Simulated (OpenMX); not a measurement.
# AlNi3 under changes of volume

One of the cells (10.932 Å³/atom); the others are scaled copies at fixed shape and fractional positions:

```
Ni Al
1.0
     3.52305    0.00000    0.00000
     0.00000    3.52305    0.00000
     0.00000    0.00000    3.52305
Ni Al
3 1
Direct
  0.50000 0.50000 0.00000
  0.50000 0.00000 0.50000
  0.00000 0.50000 0.50000
  0.00000 0.00000 0.00000
```

The cell is a database's computed one.

```yaml
Program: OpenMX 3.8.5
Functional: PBE
Potentials_or_basis: OpenMX 2013 PBE set, Ni6.0H-s2p2d1, Al7.0-s2p1d1, fixed grid of 48 × 48 × 48 points
k_mesh: 9 × 9 × 9
Occupations: fermi-dirac, width 0.05 eV
Spin: collinear spin, ferromagnetic start
Starting_moments: "[1.0, 1.0, 1.0, 0.0] μB"
```

| volume (Å³/atom) | energy over the lowest point (meV/atom) | moment (μB per cell) |
| --- | --- | --- |
| 10.276 | 143.57 | 0.51 |
| 10.495 | 101.83 | 0.53 |
| 10.713 | ? | ? |
| 10.932 | 41.77 | 0.56 |
| 11.151 | 22.12 | 0.58 |
| 11.369 | 8.57 | 0.59 |
| 11.588 | 0.00 | 0.59 |

Question: What does the run at 10.713 Å³/atom give?

Answer: Energy over the lowest point 68.34 meV/atom; moment 0.55 μB per cell.

Worked out: A Birch-Murnaghan fit of order 3 (a polynomial in V^(-2/3)) to the other rows has its minimum at 11.87 Å³/atom, just outside them, with B0 = V·E''(V) = 168 GPa and B' = 4.6. It gives 68.21 meV/atom at 10.713 Å³/atom, against the run's 68.34. A parabola through the other rows of the moment, of slope 0.0777 μB per Å³/atom there, gives 0.55 μB, against the run's 0.55.

Energies are extrapolated to zero smearing.

Caveats: the transition metal has a single d function, too few for pressures, volumes and moments; the basis of atomic orbitals isn't converged, which shifts pressures, moduli and gaps.
